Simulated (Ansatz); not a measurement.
Na: a jump of Na

All numbers below come from DFT PBE, scalar-relativistic, plane waves, PAW in Ansatz 0.2.0. Run with 420 eV cutoff, 3×3×3 k-mesh, Gaussian smearing of 0.10 eV, no spin polarisation.

Host crystal, relaxed:

```cif
data_structure
_symmetry_space_group_name_H-M 'P 1'
_symmetry_Int_Tables_number 1
_cell_length_a 3.7513
_cell_length_b 3.7513
_cell_length_c 6.0739
_cell_angle_alpha 90.000
_cell_angle_beta 90.000
_cell_angle_gamma 120.000
_cell_volume 74.02
loop_
_atom_site_label
_atom_site_type_symbol
_atom_site_fract_x
_atom_site_fract_y
_atom_site_fract_z
_atom_site_occupancy
Na1 Na 0.33333 0.66667 0.25000 1
Na2 Na 0.66667 0.33333 0.75000 1
```

In a supercell of 18 host sites, interstitial Na hops to an equivalent place, moving 0.66 Å between the relaxed ends. Climbing-image nudged elastic band at fixed cell with images 0 (start) to 4 (end), the path measured over all atoms, converged to 0.05 eV/Å; the order of the saddle wasn't checked, and the small cell leaves errors of about a tenth of an eV.

Supercell rows in host cell vectors: 1 -1 -1; -2 -1 -1; 1 2 -1. Na was set at (0.000, 0.000, 0.000) of the host cell.

At the relaxed start Na has 1 Na at 3.07 Å, 1 Na at 3.09 Å.

Q: How high is the barrier, and where does the atom pass?

A: 0.00 eV at image 2, where Na has 1 Na at 3.04 Å, 2 Na at 3.13 Å.

Cost: 1 run of about 8.7 core-minutes, on Arm Neoverse V2 (shared hosts).